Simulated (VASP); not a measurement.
Crystal: SiO2 (Cristobalite).

```
Si O
1.0
     4.98200    0.00000    0.00000
     0.00000    4.98200    0.00000
     0.00000    0.00000    6.96300
Si O
4 8
Direct
  0.79897 0.20103 0.75000
  0.70103 0.70103 0.50000
  0.20103 0.79897 0.25000
  0.29897 0.29897 0.00000
  0.10347 0.23989 0.82187
  0.26011 0.60347 0.07187
  0.89653 0.76011 0.32187
  0.73989 0.39653 0.57187
  0.60347 0.26011 0.92813
  0.76011 0.89653 0.67813
  0.39653 0.73989 0.42813
  0.23989 0.10347 0.17813
```

- Program: VASP 6.6.1
- Task: single point
- Functional: PBE
- Potentials or basis: VASP PAW PBE potentials, release 64 (Si, O)
- Cutoff: 520 eV
- k mesh: 6 × 6 × 4
- Occupations: fermi-dirac, width 0.05 eV
- Spin: no spin polarisation

On this cell: pressure 6.4 GPa; largest force 0.405 eV/Å; band gap on the k mesh 5.76 eV, direct.

The same run follows on a disturbed copy (atoms moved at random, drawn with an rms of 0.05 Å):

```
Si O
1.0
     4.98200    0.00000    0.00000
     0.00000    4.98200    0.00000
     0.00000    0.00000    6.96300
Si O
4 8
Direct
  0.80042 0.20047 0.74724
  0.69395 0.70557 0.50121
  0.21169 0.80140 0.24797
  0.29882 0.29123 0.99826
  0.09898 0.23574 0.82586
  0.26899 0.61283 0.06320
  0.90462 0.75964 0.31632
  0.73545 0.39522 0.57246
  0.60393 0.26144 0.92477
  0.76348 0.89984 0.67801
  0.39355 0.73317 0.41843
  0.24359 0.11350 0.17800
```

**Question.** What changes?

**Answer.** The energy moves by +34.1 meV/atom; pressure 6.9 GPa; largest force 3.909 eV/Å; band gap on the k mesh 5.63 eV, direct.

Forces in eV/Å, atoms in the order of the input:
```
Si  -0.269  0.615  0.941
Si   1.865 -0.834 -1.501
Si  -2.493  0.584 -2.953
Si   0.914  2.986 -0.339
O    0.199 -0.160 -0.943
O    0.089 -0.843 -0.422
O   -1.599 -0.118  1.275
O   -0.252  1.100 -1.084
O   -0.063 -0.137  0.341
O   -0.336 -1.247 -0.336
O    2.227 -0.435  3.049
O   -0.281 -1.510  1.971
```

Stress tensor (GPa, compression positive):
```
 7.16 -0.22  4.15
-0.22  4.31 -1.58
 4.15 -1.58  9.24
```

A k mesh can miss the band edges.
